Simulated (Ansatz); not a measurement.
# Ag (sc type): a single-point run

Wanted: a converged single-point run for Ag (sc type), and a check of what comes out.

Program: Ansatz 0.2.0. Level of theory: DFT, PBEsol, all-electron LAPW, scalar-relativistic. These are calculated values, not measurements.

1 further run of the same task is left out (set aside as unsound or not needed).

**1. The starting structure**

The structure is cubic, space group Pm-3m (No. 221). The conventional cell has a = 2.751 Å, b = 2.751 Å, c = 2.751 Å, α = 90.00°, β = 90.00°, γ = 90.00°. Ag (site symmetry m-3m) is surrounded by 6 Ag at 2.75 Å.

As a file:

```cif
data_structure
_symmetry_space_group_name_H-M 'Pm-3m'
_symmetry_Int_Tables_number 221
_cell_length_a 2.7515
_cell_length_b 2.7515
_cell_length_c 2.7515
_cell_angle_alpha 90.000
_cell_angle_beta 90.000
_cell_angle_gamma 90.000
_cell_volume 20.83
loop_
_atom_site_label
_atom_site_type_symbol
_atom_site_symmetry_multiplicity
_atom_site_Wyckoff_symbol
_atom_site_fract_x
_atom_site_fract_y
_atom_site_fract_z
_atom_site_occupancy
Ag1 Ag 1 a 0.00000 0.00000 0.00000 1
```

**2. Running it**

input.yaml reads:

```yaml
crystal:
  lattice:
    - [2.7514544691, 0.0, 0.0]
    - [0.0, 2.7514544691, 0.0]
    - [0.0, 0.0, 2.7514544691]
  atoms:
    - { symbol: Ag, position: [0.0, 0.0, 0.0] }
kpoints:
  mp_grid: { grid: [12, 12, 12] }
  band_path:
    path:
      - [0.0, 0.0, 0.0]
      - [0.0, 0.5, 0.0]
      - [0.5, 0.5, 0.0]
      - [0.0, 0.0, 0.0]
      - [0.5, 0.5, 0.5]
      - [0.0, 0.5, 0.0]
      - [0.5, 0.5, 0.5]
      - [0.5, 0.5, 0.0]
    npoints: 5
scf:
  occupations: { method: gaussian, width: 5.0 }
  max_iter: 100
hamiltonian:
  xc: pbesol
  pseudopotentials: { kind: all_electron, lapw: { basis_error: 0.00025 } }
output:
  forces: true
  stress: true
  eigenvalues: true
```

On the command line:

```
$ ansatz run input.yaml --threads 1 --pin off --max-ram 2048MiB --backend cpu --events-out ev --progress --plain --runs-dir out
```

What happens when this is run?

The program finished normally. That alone doesn't make the input a sound one.

Look at the input: scf.occupations.method is gaussian; scf.occupations.width is 5.0. Occupations are smeared over electronvolts, wider than many features of the bands.

To check: set scf.occupations.method to fermi_dirac and scf.occupations.width to 0.05.
